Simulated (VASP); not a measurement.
# KNbO3 (P4mm) in VASP: equation of state, part 2 of 2

VASP 6.6.1. Earlier steps stand in the parts before.

## (5) Equation of state, PBE, 13.24 Å³/atom (volume scaled by 1.02)

INCAR

```
ALGO = Normal
EDIFF = 1E-7
ENCUT = 520
GGA = PE
ISIF = 2
ISMEAR = -1
LASPH = True
LCHARG = False
LREAL = False
LWAVE = False
NBANDS = 28
NELM = 60
PREC = Accurate
SIGMA = 0.05
```

KPOINTS

```
k-points
0
Gamma
  7 7 7
```

POSCAR

```
KNbO3
1.0
    4.0224643474      0.0000000000      0.0000000000
    0.0000000000      4.0224643474      0.0000000000
    0.0000000000      0.0000000000      4.0899080689
Nb K O
1 1 3
Direct
    0.5000000000      0.5000000000      0.5000000000
    0.0000000000      0.0000000000      0.0180000000
    0.0000000000      0.5000000000      0.5400000000
    0.5000000000      0.0000000000      0.5400000000
    0.5000000000      0.5000000000      0.0440000000
```

Potentials or basis: VASP PAW PBE potentials, release 64 (Nb_sv, K_sv, O).

On the command line:

```bash
cat potpaw_PBE.64/Nb_sv/POTCAR potpaw_PBE.64/K_sv/POTCAR potpaw_PBE.64/O/POTCAR > POTCAR
mpirun -np 1 vasp_std > vasp.out
```

OUTCAR:

```text
EDIFF = 1E-7
   ENCUT = 520
   GGA = PE
   ISIF = 2
   ISMEAR = -1
   LASPH = True
   LREAL = False
   NELM = 60
   PREC = Accurate

 Found     40 irreducible k-points:

 Following reciprocal coordinates:
            Coordinates               Weight
  0.000000  0.000000  0.000000      1.000000
  0.142857  0.000000  0.000000      4.000000
  0.285714  0.000000  0.000000      4.000000
  0.428571  0.000000  0.000000      4.000000
  0.142857  0.142857  0.000000      4.000000
  0.285714  0.142857  0.000000      8.000000
   k-points           NKPTS =     40   k-points in BZ     NKDIM =     40   number of bands    NBANDS=     28
   number of dos      NEDOS =    301   number of ions     NIONS =      5
   total plane-waves  NPLWV =  27000
   dimension x,y,z NGX =    30 NGY =   30 NGZ =   30
   dimension x,y,z NGXF=    60 NGYF=   60 NGZF=   60
   ions per type =               1   1   3
   NGX,Y,Z   is equivalent  to a cutoff of  12.40, 12.40, 12.19 a.u.
   NGXF,Y,Z  is equivalent  to a cutoff of  24.80, 24.80, 24.39 a.u.
 SYSTEM =  unknown system
   PREC   = accura    normal or accurate (medium, high low for compatibility)
   ISTART =      0    job   : 0-new  1-cont  2-samecut
   ICHARG =      2    charge: 1-file 2-atom 10-const
   ISPIN  =      1    spin polarized calculation?
   LNONCOLLINEAR =      F non collinear calculations
   LSORBIT =      F    spin-orbit coupling
   LASPH  =      T    aspherical Exc in radial PAW
   ENCUT  =  520.0 eV  38.22 Ry    6.18 a.u.   7.48  7.48  7.60*2*pi/ulx,y,z
   NELM   =     60;   NELMIN=  2; NELMDL= -5     # of ELM steps
   EDIFF  = 0.1E-06   stopping-criterion for ELM
   LREAL  =      F    real-space projection
   EDIFFG = 0.1E-05   stopping-criterion for IOM
   NSW    =      0    number of steps for IOM
   IBRION =     -1    ionic relax: 0-MD 1-quasi-New 2-CG
   NFREE  =      0    steps in history (QN), initial steepest desc. (CG)
   ISIF   =      2    stress and relaxation
   ISYM   =      2    0-nonsym 1-usesym 2-fastsym
   POTIM  = 0.5000    time-step for ionic-motion
   TEBEG  =    0.0;   TEEND  =   0.0 temperature during run
   PSTRESS=    0.0 pullay stress
   NELECT =      40.0000    total number of electrons
   NUPDOWN=      -1.0000    fix difference up-down
   EMIN   =  10.00;   EMAX   =-10.00  energy-range for DOS
   EFERMI =   0.00;   METHOD = LEGACY
   ISMEAR =    -1;   SIGMA  =   0.05  broadening in eV -4-tet -1-fermi 0-gaus
   EFERMI_NEDOS =   21; number of points for ismear=-14 and -15
   IALGO  =     38    algorithm
   IMIX   =      4    mixing-type and parameters
     AMIX     =   0.40;   BMIX     =  1.00
     AMIX_MAG =   1.60;   BMIX_MAG =  1.00
  volume/ion in A,a.u.               =      13.24        89.32
  Fermi-wavevector in a.u.,A,eV,Ry     =   1.384189  2.615739 26.068493  1.915980
  Thomas-Fermi vector in A             =   2.508717
   LORBIT       =      0    0 simple, 1 ext, 2 COOP (PROOUT), +10 PAW based schemes
   GGA     = PE    functional components
   LHFCALC =     F    Hartree Fock is set to
   AEXX    =    0.0000 exact exchange contribution
   IVDW    =     0    specifies the selected vdW correction
   LEPSILON=     F    determine dielectric tensor
   LRPA    =     F    only Hartree local field effects (RPA)
 non-spin polarized calculation
  energy-cutoff  :      520.00
  volume of cell :       66.18
 maximum number of plane-waves:      1799
 NGX is ok and might be reduce to    30
   NGX = 15   NGY = 15   NGZ = 15

 number of electron      39.9999985 magnetization

 Free energy of the ion-electron system (eV)
  ---------------------------------------------------
  ext. energy  EPLUGINS =         0.00000000
  ---------------------------------------------------
  free energy    TOTEN  =       -38.87494280 eV

  energy without entropy =      -38.87494279  energy(sigma->0) =      -38.87494279

 E-fermi :   3.9029     XC(G=0): -10.6140

 val. band max:        3.0433626245   @ k =   0.4286   0.4286   0.4286
 cond. band min:       4.6599260395   @ k =   0.0000   0.0000   0.0000
 fundamental gap:      1.6165634150
 Fermi energy:         3.9029132328

 k-point     1 :       0.0000    0.0000    0.0000
  band No.  band energies     occupation
      1     -51.8764      2.00000
      2     -28.0281      2.00000
      3     -27.9040      2.00000
      4     -27.9040      2.00000
      5     -24.3438      2.00000
      6     -14.0369      2.00000
[... 20 lines left out ...]
     27      11.0335      0.00000
     28      11.1542      0.00000

 k-point     2 :       0.1429    0.0000    0.0000
  band No.  band energies     occupation
      1     -51.8760      2.00000
      2     -28.0273      2.00000
      3     -27.9281      2.00000
      4     -27.9032      2.00000
      5     -24.3393      2.00000
      6     -13.9995      2.00000
[... 20 lines left out ...]
     27      11.2941      0.00000
     28      11.3986      0.00000

 k-point     3 :       0.2857    0.0000    0.0000
  band No.  band energies     occupation
      1     -51.8751      2.00000
      2     -28.0255      2.00000
      3     -27.9815      2.00000
      4     -27.9014      2.00000
      5     -24.3292      2.00000
      6     -13.9833      2.00000
[... 20 lines left out ...]
     27      11.9356      0.00000
     28      12.0667      0.00000

 k-point     4 :       0.4286    0.0000    0.0000
  band No.  band energies     occupation
      1     -51.8743      2.00000
      2     -28.0249      2.00000
      3     -28.0227      2.00000
      4     -27.9000      2.00000
      5     -24.3212      2.00000
      6     -13.9974      2.00000
[... 20 lines left out ...]
     27      12.4320      0.00000
     28      12.9462      0.00000

 k-point     5 :       0.1429    0.1429    0.0000
  band No.  band energies     occupation
      1     -51.8756      2.00000
      2     -28.0265      2.00000
      3     -27.9277      2.00000
      4     -27.9268      2.00000
      5     -24.3353      2.00000
      6     -13.9496      2.00000
[... 20 lines left out ...]
     27      11.5473      0.00000
     28      11.6144      0.00000

 k-point     6 :       0.2857    0.1429    0.0000
  band No.  band energies     occupation
      1     -51.8747      2.00000
      2     -28.0247      2.00000
      3     -27.9804      2.00000
      4     -27.9252      2.00000
      5     -24.3263      2.00000
      6     -13.9148      2.00000
[... 20 lines left out ...]
     27      12.1217      0.00000
     28      12.2472      0.00000

 [... further k-points ...]

------------------------ aborting loop because EDIFF is reached ----------------------------------------

  FORCE on cell =-STRESS in cart. coord.  units (eV):
  Direction    XX          YY          ZZ          XY          YZ          ZX
  --------------------------------------------------------------------------------------
  -------------------------------------------------------------------------------------
  Total       -0.4798764     -0.4798764      0.5931370      0.0000000      0.0000000      0.0000000
  in kB      -11.6182849    -11.6182849     14.3604367      0.0000000      0.0000000      0.0000000
  external PRESSURE =      -2.9587110 kB  Pullay stress =       0.0000000 kB

 VOLUME and BASIS-vectors are now :
 -----------------------------------------------------------------------------
  energy-cutoff  :      520.00
  volume of cell :       66.18
      direct lattice vectors                 reciprocal lattice vectors
     4.022464347  0.000000000  0.000000000     0.248603819  0.000000000  0.000000000
     0.000000000  4.022464347  0.000000000     0.000000000  0.248603819  0.000000000
     0.000000000  0.000000000  4.089908069     0.000000000  0.000000000  0.244504273

 POSITION                                       TOTAL-FORCE (eV/Angst)
 -----------------------------------------------------------------------------------
      2.01123      2.01123      2.04495         0.000000      0.000000     -0.005006
      0.00000      0.00000      0.07362         0.000000     -0.000000     -0.025565
      0.00000      2.01123      2.20855         0.000000     -0.000000     -0.060568
      2.01123      0.00000      2.20855         0.000000     -0.000000     -0.060568
      2.01123      2.01123      0.17996         0.000000     -0.000000      0.151706
 -----------------------------------------------------------------------------------
    total drift:                                0.000000      0.000000     -0.000166

  FREE ENERGIE OF THE ION-ELECTRON SYSTEM (eV)
  ---------------------------------------------------
  free  energy   TOTEN  =       -38.8749427977 eV

  energy  without entropy=      -38.8749427887  energy(sigma->0) =      -38.87494279
```

stdout:

```text
POSCAR found type information on POSCAR NbK O
 POSCAR found :  3 types and       5 ions
 scaLAPACK will be used
 LDA part: xc-table for (Slater+PW92), standard interpolation
 POSCAR, INCAR and KPOINTS ok, starting setup
 FFT: planning ... GRIDC
 FFT: planning ... GRID_SOFT
 FFT: planning ... GRID
 WAVECAR not read
 entering main loop
```

It took 37 s on 1 thread of Intel Xeon 6975P-C (Granite Rapids), shared host; peak memory 0.21 GiB.

Results:

```
Free energy            : -38.8749 eV
Pressure               : -0.3 GPa
Largest force          : 0.152 eV/Å
Band gap on the k mesh : 1.62 eV, indirect (least direct gap 2.37 eV)
```

Caveat: an odd mesh through Γ misses points on the zone boundary, where band edges often lie.

## (6) Equation of state, PBE, 13.49 Å³/atom (volume scaled by 1.04)

INCAR

```
SYSTEM = KNbO3
ALGO = Normal
EDIFF = 1E-7
ENCUT = 520
GGA = PE
ISIF = 2
ISMEAR = -1
LASPH = .TRUE.
LCHARG = .FALSE.
LREAL = .FALSE.
LWAVE = .FALSE.
NBANDS = 28
NELM = 60
PREC = Accurate
SIGMA = 0.05
```

KPOINTS

```
k-points
0
G
  7 7 7
  0 0 0
```

Changes to POSCAR since step 5:

```diff
@@ -2,5 +2,5 @@
 1.0
-    4.0224643474      0.0000000000      0.0000000000
-    0.0000000000      4.0224643474      0.0000000000
-    0.0000000000      0.0000000000      4.0899080689
+    4.0485849777      0.0000000000      0.0000000000
+    0.0000000000      4.0485849777      0.0000000000
+    0.0000000000      0.0000000000      4.1164666577
 Nb K O
```

Potentials or basis: VASP PAW PBE potentials, release 64 (Nb_sv, K_sv, O).

On the command line:

```bash
cat potpaw_PBE.64/Nb_sv/POTCAR potpaw_PBE.64/K_sv/POTCAR potpaw_PBE.64/O/POTCAR > POTCAR
mpirun -np 1 vasp_std > vasp.out
```

Wall time 36 s (1 thread of Intel Xeon 6975P-C (Granite Rapids), shared host); peak memory 0.21 GiB.

Results (log left out):

- Free energy: -38.8612 eV
- Pressure: -3.4 GPa
- Largest force: 0.414 eV/Å
- Band gap on the k mesh: 1.57 eV, indirect (least direct gap 2.32 eV)

Caveat: an odd mesh through Γ misses points on the zone boundary, where band edges often lie.

## (7) Equation of state, PBE, 13.75 Å³/atom (volume scaled by 1.06)

INCAR

```
SYSTEM = KNbO3
PREC = Accurate ; ENCUT = 520
EDIFF = 1E-7 ; ISMEAR = -1
SIGMA = 0.05 ; LREAL = .False.
LASPH = .True. ; NELM = 80
ALGO = Normal ; ISIF = 2
LWAVE = .False. ; LCHARG = .False.
GGA = PE ; NBANDS = 28
```

KPOINTS

```
regular mesh
0
Gamma
  7 7 7
  0 0 0
```

Changes to POSCAR since step 6:

```diff
@@ -2,5 +2,5 @@
 1.0
-    4.0485849777      0.0000000000      0.0000000000
-    0.0000000000      4.0485849777      0.0000000000
-    0.0000000000      0.0000000000      4.1164666577
+    4.0743728384      0.0000000000      0.0000000000
+    0.0000000000      4.0743728384      0.0000000000
+    0.0000000000      0.0000000000      4.1426868975
 Nb K O
```

On the command line:

```bash
cat potpaw_PBE.64/Nb_sv/POTCAR potpaw_PBE.64/K_sv/POTCAR potpaw_PBE.64/O/POTCAR > POTCAR
mpirun -np 1 vasp_std > vasp.out
```

It took 35 s on 1 thread of Intel Xeon 6975P-C (Granite Rapids), shared host; peak memory 0.22 GiB.

Results (log left out):

```yaml
Free_energy: -38.8232 eV
Pressure: -6.3 GPa
Largest_force: 0.658 eV/Å
Band_gap_on_the_k_mesh: 1.53 eV, indirect (least direct gap 2.27 eV)
```

Caveat: an odd mesh through Γ misses points on the zone boundary, where band edges often lie.

## (8) Equation of state, PBE

No new run: the results of the series are fitted here.

What came out:

```yaml
Equilibrium_volume: 13.23 Å³/atom
Bulk_modulus_at_fixed_shape_and_positions: 170 GPa
Pressure_derivative_of_the_bulk_modulus: 4.5
```

Energy against volume, from the lowest point:
```
volume (Å³/atom)  energy (meV/atom)
          12.197              49.45
          12.457              26.64
          12.716              11.30
          12.976               2.64
          13.235               0.00
          13.495               2.75
          13.754              10.35
```

Caveat: the cell was scaled at fixed shape and fractional positions, which overstates the stiffness of a crystal with free parameters, most of all of layers and chains.
